Someone who models electron levels in barium titanate, say for a thin-film capacitor, has to decide how many expensive many-body calculations to pay for. Ordinary density-functional theory gives the whole band structure cheaply, but with too small a gap. The $G_0W_0$ correction opens the gap, at a far higher price for each level. For the states below, two numbers reproduce most of the correction: filled levels stay where they are, and empty levels rise by 2.4 eV plus a tenth of their height above the lowest empty level.

ABINIT 10.8.3, G0W0 on LDA levels for tetragonal BaTiO3 (P4mm, five atoms), with a Hybertsen-Louie plasmon-pole model, 220 bands in the sums, a 4×4×4 k mesh, PseudoDojo potentials and a 1034 eV plane-wave cutoff. Start levels count from the highest filled LDA level on the mesh, corrected levels from the filled level in row 23.

```tsv
row	state k a (reciprocal cell vector)	state k b (reciprocal cell vector)	state k c (reciprocal cell vector)	state band	state start level (eV)	state corrected level (eV)	state weight z
1	0.000	0.000	0.000	top filled	-0.281	-0.185	0.828
2	0.000	0.000	0.000	first empty	1.734	4.174	0.843
3	0.250	0.000	0.000	top filled	-0.565	-0.508	0.827
4	0.250	0.000	0.000	first empty	2.015	4.449	0.841
5	0.500	0.000	0.000	top filled	-0.833	-0.826	0.827
6	0.500	0.000	0.000	first empty	2.086	4.574	0.840
7	0.250	0.250	0.000	top filled	-0.489	-0.496	0.826
8	0.250	0.250	0.000	first empty	2.660	5.171	0.837
9	0.500	0.250	0.000	top filled	-0.502	-0.510	0.826
10	0.500	0.250	0.000	first empty	2.786	5.327	0.836
11	0.500	0.500	0.000	top filled	-0.073	-0.043	0.824
12	0.500	0.500	0.000	first empty	3.555	6.214	0.830
13	0.000	0.000	0.250	top filled	-0.509	-0.454	0.827
14	0.000	0.000	0.250	first empty	1.809	4.287	0.842
15	0.250	0.000	0.250	top filled	-0.541	-0.560	0.827
16	0.250	0.000	0.250	first empty	2.710	5.202	0.835
17	0.500	0.000	0.250	top filled	-0.567	-0.587	0.827
18	0.500	0.000	0.250	first empty	2.877	5.426	0.835
19	0.250	0.250	0.250	top filled	-0.623	-0.657	0.825
20	0.250	0.250	0.250	first empty	3.142	5.720	0.834
21	0.500	0.250	0.250	top filled	-0.530	-0.538	0.825
22	0.500	0.250	0.250	first empty	3.300	5.903	0.833
23	0.500	0.500	0.250	top filled	-0.037	0.000	0.824
24	0.500	0.500	0.250	first empty	3.848	6.552	0.828
25	0.000	0.000	0.500	top filled	-0.703	-0.689	0.827
26	0.000	0.000	0.500	first empty	1.888	4.407	0.841
27	0.250	0.000	0.500	top filled	-0.578	-0.605	0.827
28	0.250	0.000	0.500	first empty	2.779	5.307	0.834
29	0.500	0.000	0.500	top filled	-0.152	-0.137	0.825
30	0.500	0.000	0.500	first empty	3.528	6.179	0.828
31	0.250	0.250	0.500	top filled	-0.578	-0.599	0.826
32	0.250	0.250	0.500	first empty	3.283	5.875	0.831
```

### Rows 1 and 2: the common lift

Each pair of rows belongs to one wave vector, whose three components are state k a, state k b and state k c. State start level is the energy from the local density approximation (LDA), and state corrected level is the energy after the many-body correction. State weight z, the share of a state that keeps its single-particle character, is nearly constant here and is not needed for the rule. The two columns need a common zero, the highest filled level of each calculation. That level belongs to a wave vector missing from the table, and the corrected column counts from row 23 instead. The corrected gap is 4.132 eV, while row 2 stands at 4.174 eV, so 0.042 eV has to be subtracted from every corrected entry.

On this common scale the lowest empty level moves from 1.73 to 4.13 eV, a lift of 2.4 eV. Theory explains why the correction separates the two kinds of state. In LDA, exchange and correlation enter through one local potential, the same for filled and empty states. The correction replaces that potential by an energy that contains screened exchange, which favours states resembling those already occupied. Here the highest filled states are mainly oxygen 2p and the lowest empty ones mainly titanium 3d, so the distance between them grows.

Because energies are counted from the highest filled level, the whole opening appears as a rise of the empty states. The other filled levels in the table then shift by less than 0.1 eV, a few upwards and most downwards. They are all uppermost oxygen states, so they receive nearly the same correction. Leaving them alone is therefore a good first half of the rule.

### Rows 3 to 12: why some empty levels lie higher

The start levels of the empty states remain near 2 eV in rows 4 and 6, then climb to 3.555 eV in row 12. The cause is the mixing of titanium 3d with oxygen 2p orbitals. An empty state is the antibonding partner of such a mixture, so stronger mixing pushes it up. At the zone centre, row 2, the contributions of oxygen atoms on opposite sides of titanium nearly cancel, and the state is almost pure titanium.

The strength of the mixing can be counted by hand. Each of the three low-lying titanium orbitals extends in a plane and couples to oxygen along the two axes of that plane. Along one axis the square of the coupling varies as $\sin^2(\pi k)$, with $k$ the wave-vector component from the table. The lowest empty state uses the plane with the weakest coupling, so its mixing count is the sum of the two smallest values of $\sin^2(\pi k)$.

For row 12 the three values are 1, 1 and 0, and the count is 1. For row 6 they are 1, 0 and 0, and the count is 0. Throughout the table a higher count means a higher start level: about 1.9 eV on average for a count of 0, 2.8 eV for one half, 3.4 eV for 1 and 3.8 eV for the single state with a count of 1.5. These averages give the start level of any empty state in this table to within about 0.3 eV.

With the start level known, the estimate becomes much sharper:

$$E_\text{corrected} \approx E_\text{start} + 2.4\ \text{eV} + 0.1\,(E_\text{start} - 1.73\ \text{eV}).$$

Row 12 starts 1.82 eV above the lowest empty level, since $3.555 - 1.734 = 1.821$. A tenth of this is 0.18 eV, so the lift is 2.58 eV and the estimate $3.555 + 2.58 \approx 6.14$ eV. The calculation gives $6.214 - 0.042 = 6.172$ eV on the common scale. The hand estimate is thus 0.03 eV too low, about one per cent of the lift.

### Rows 13 to 24: why the lift grows

Row 24 has the strongest mixing and the highest start level, and it also has the largest lift, 2.66 eV. This goes with a wider pattern: every empty state with a count of 1 or more is lifted further than every state with a smaller count. The extra tenth in the rule therefore follows the mixing with oxygen. A rigid lift, the same for all empty states, would leave this out.

The direction of the trend is instructive, because the simplest picture predicts the opposite. Let an oxygen level at zero and a titanium level at height $D$ be coupled by a strength $t$. The upper, empty state then lies at

$$E = \frac{D}{2} + \sqrt{\frac{D^2}{4} + t^2}.$$

If the correction only increased $D$, a mixed state would follow the titanium level in part, because some of it sits on oxygen. Such states would rise less than the pure titanium state in row 2, yet the table shows them rising more.

Within this two-level picture, something must also strengthen the effective coupling between the two atoms. Theory offers a natural candidate. Exchange acts not only within an atom but also between neighbours that share electrons in a bond, and there it adds to the coupling $t$. That pushes the antibonding states up further, most of all where the mixing is strong. The table agrees with this reading in direction, but it does not separate the exchange between atoms from other parts of the correction.

### Rows 25 to 32: how far to trust the rule

Row 26 is the hardest case for the rule among the empty levels. It starts at 1.888 eV, only 0.15 eV above the lowest empty level, so the extra tenth is only 0.015 eV. The estimate is $1.888 + 2.4 + 0.015 \approx 4.30$ eV, whereas the calculation gives $4.407 - 0.042 = 4.365$ eV. The miss of 0.06 eV shows what a single straight line leaves out: even states with the same mixing count do not all receive the same lift.

The two constants are rounded from a straight line fitted to the lifts of all sixteen empty levels, with the filled levels held still. Both worked rows belonged to that fit. The rounded rule typically misses an empty level by 0.03 eV, against 0.08 eV for the best rigid lift. For the gap between the filled and the empty state at one wave vector, the typical miss is 0.05 eV, because the small shifts of the filled levels now count as well. The printed output below gives the details.

A stricter trial uses only rows 2 and 24, the lowest and the highest empty level, to draw the line. It then predicts the other fourteen empty levels with a typical miss of 0.04 eV and a largest one of 0.07 eV. Two corrected empty levels thus do nearly as well as sixteen, provided that they span the range and that the corrected highest filled level is known too, since the lifts are counted from it. The range is about 2 eV above the lowest empty level and covers only the first empty band at the listed wave vectors. The zone corner, where the mixing count reaches 2 and this band should lie highest, is missing from the table, so the rule is untested there. Nor have these constants been tried on higher bands.

These errors measure agreement with the calculation, not with a real crystal. The corrected gap of 4.1 eV is well above the measured one, which is roughly 3.3 eV as a recalled value. The simplified frequency dependence of the screening often enlarges oxide gaps, and the effect of atomic motion on the gap is left out. The number of bands, the cutoffs and the mesh are not converged either, and the barium potential used is known to be off.

For the capacitor this distinction matters. At a metal contact the barriers for electrons and for holes add up to the gap, so an error of most of an electronvolt in the gap goes straight into their sum. The rule is meant for the spacing and order of the empty levels, and even there the extra tenth may change with converged settings. The 2.4 eV should not be used to predict leakage.

In practice, then, compute the correction for three levels: the highest filled one, which sets the zero, and the lowest and the highest state that you need from the first empty band. The screening has to be computed once in any case; the saving lies in the levels in between. Draw a straight line of lift against start level through the two empty states. Read the remaining states of that band from the line, and leave the uppermost filled states where they are. The mixing count should also show where to look for the two end points in another perovskite oxide, if it has the same kind of five-atom cell and its lowest empty states are d orbitals of the metal inside the oxygen octahedron. The line itself has to be drawn afresh.

Printed output of the fit:

```
fit of lift on 32 rows: coefficient of up 2.397 +/- 0.019, coefficient of high 0.107 +/- 0.015; rms 0.0392, worst 19 0.076, leave-one-out rms 0.0411
amount to subtract from the corrected column, eV: 0.042
lift of the lowest empty level (row 2), eV: 2.398
lift of the highest empty level (row 24), eV: 2.662
rms miss of one rigid mean lift, empty levels, eV: 0.07586
rms miss of the rounded rule, empty levels, eV: 0.02959
largest miss of the rounded rule, empty levels, eV: 0.0616
rms miss of leaving filled levels alone, eV: 0.04723
largest miss of leaving filled levels alone, eV: 0.076
rms miss of the rule for gaps at one k point, eV: 0.05262
largest miss of the rule for gaps at one k point, eV: 0.0896
row 12: rule, aligned computed level, rule less computed, eV: 6.137, 6.172, -0.0349
row 26: rule, aligned computed level, rule less computed, eV: 4.303, 4.365, -0.0616
mean start level of empty states at mixing count 0, 0.5, 1, 1.5, eV: 1.906, 2.762, 3.362, 3.848
mean lift of empty states at mixing count 0, 0.5, 1, 1.5, eV: 2.43, 2.482, 2.575, 2.662
lift of row 24 if only the site distance grew (two-level model), eV: 1.74
fall of the weight Z from largest to smallest, empty levels, percent: 1.779
two-level calibration (rows 2 and 24): slope: 0.1249
its rms miss on the other fourteen empty levels, eV: 0.039
its largest miss on the other fourteen empty levels, eV: 0.06988
```
